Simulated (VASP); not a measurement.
Runs of VASP 6.6.1 on Be. It takes space group Im-3m (No. 229, cubic). Conventional cell: a = 2.506 Å, b = 2.506 Å, c = 2.506 Å, α = 90.00°, β = 90.00°, γ = 90.00°. Around Be (site symmetry m-3m) lie 8 Be at 2.17 Å. This isn't the form of Be at room conditions, which is hcp.

| task | level | potentials or basis | cell | k mesh | cutoff (eV) | smearing | optimiser | grid for exact exchange (PRECFOCK) | exchange at q = 0 | mesh quality | gap on the mesh (eV) | pressure (GPa) |
| --- | --- | --- | --- | --- | --- | --- | --- | --- | --- | --- | --- | --- |
| relaxation of cell and atoms | RPBE+D3(BJ) | VASP PAW PBE potentials, release 64 (Be) | relaxed | 15 × 15 × 15 | 580 | fermi-dirac 0.1 eV | vasp | - | - | not flagged | none | 0.2 |
| band structure | PBE0+D3(BJ) | VASP PAW PBE potentials, release 64 (Be) | as given | 8 × 8 × 8 | 500 | fermi-dirac 0.05 eV | - | Normal | default | coarse | - | -9.2 |
| single point | HSE03 | VASP PAW PBE potentials, release 64 (Be) | as given | 8 × 8 × 8 | 520 | methfessel-paxton 0.1 eV | - | Fast | - | coarse | none | (a) |
| band structure | PBEsol+D3 | VASP PAW PBE potentials, release 64 (Be_sv) | cell strained at random at fixed volume | 15 × 15 × 15 | 520 | fermi-dirac 0.02 eV | - | - | - | not flagged | - | -6.4 |

Alike in all rows: no spin polarisation.

Problem. Estimate the missing entries.

Solution. (a) -1.4.

Caveats: some runs use coarse meshes; the PAW data sets were made with another functional, which shifts forces and pressure a little; pairwise dispersion overbinds metals, which lowers pressure and volume (some runs); an unscreened hybrid on a path of extra k points without a Coulomb cutoff has errors near the mesh points, so the bands along the path aren't reliable (some runs).

A gap of «none» marks a metal or a gap under the smearing width.

The runs don't all hold the same shells in valence.

Runs at the PBE level aren't shown here.
